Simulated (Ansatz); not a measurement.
# From the elastic tensor of GaSb at 11 GPa (stress–strain coefficients) to moduli and sound speeds

All numbers below come from DFT PBE, scalar-relativistic, plane waves, PAW (Ansatz). Plane waves to 420 eV; Γ-centred k mesh 12×12×12; fixed occupations. No spin polarisation.

Symmetry: F-43m, No. 216, cubic system. Conventional cell: a = 5.880 Å, b = 5.880 Å, c = 5.880 Å, α = 90.00°, β = 90.00°, γ = 90.00°. Ga (site symmetry -43m) is surrounded by 4 Sb at 2.55 Å. Sb (site symmetry -43m) has 4 Ga at 2.55 Å as nearest neighbours.

Spin–orbit coupling is left out, which matters for heavy elements. The real crystal has changed phase below this pressure. The bands were filled as in an insulator; under compression the gap may have closed between mesh points.

Relaxed-ion constants (GPa, on the Cartesian axes of the calculation):
C11 = 120.9, C12 = 78.3, C13 = 78.3, C22 = 120.9, C23 = 78.3, C33 = 120.9, C44 = 43.2, C55 = 43.2, C66 = 43.2 GPa; the others vanish.

Density 6.256 g/cm³; 2 atoms in 50.82 Å³.

The values that follow are for a polycrystal of randomly turned grains, by Hill's mean where one number stands.

| Quantity | Value |
| --- | --- |
| Bulk modulus, Voigt / Reuss / Hill | 92.5 / 92.5 / 92.5 GPa |
| Shear modulus, Voigt / Reuss / Hill | 34.5 / 30.6 / 32.5 GPa |
| Young's modulus | 87 GPa |
| Poisson ratio | 0.343 |
| Pugh ratio B/G | 2.84 |
| Universal anisotropy index | 0.63 |
| Longitudinal and transverse sound speeds | 4661 and 2280 m/s |
| Debye temperature from the mean sound speed | 259 K |

Cost: 1 run of about 2.6 core-minutes, on Intel Xeon 6975P-C (Granite Rapids) (shared hosts).

Compressed GaSb resists volume change far better than shear, with a bulk modulus of 92.5 GPa against a Hill shear modulus of 32.5 GPa. The weakest response is the tetragonal shear, whose modulus (C11 − C12)/2 of about 21 GPa lies well below C44 and accounts for the elastic anisotropy. In the zincblende network this strain bends the tetrahedral angles but leaves bond lengths unchanged to first order, so it meets only the soft angular forces, whereas the C44 shear also stretches bonds, even after the sublattices relax.

The excess of C12 over C44 comes largely from the hydrostatic load itself, which enters the stress–strain coefficients and separates the two even for purely central forces. The Pugh ratio of 2.84 is raised in the same way and is therefore poor evidence for metallic bonding or ductility. The constants satisfy the cubic conditions for stability against homogeneous strain, which is compatible with a first-order transition driven by enthalpy, but they don't exclude an instability at finite wavevector.
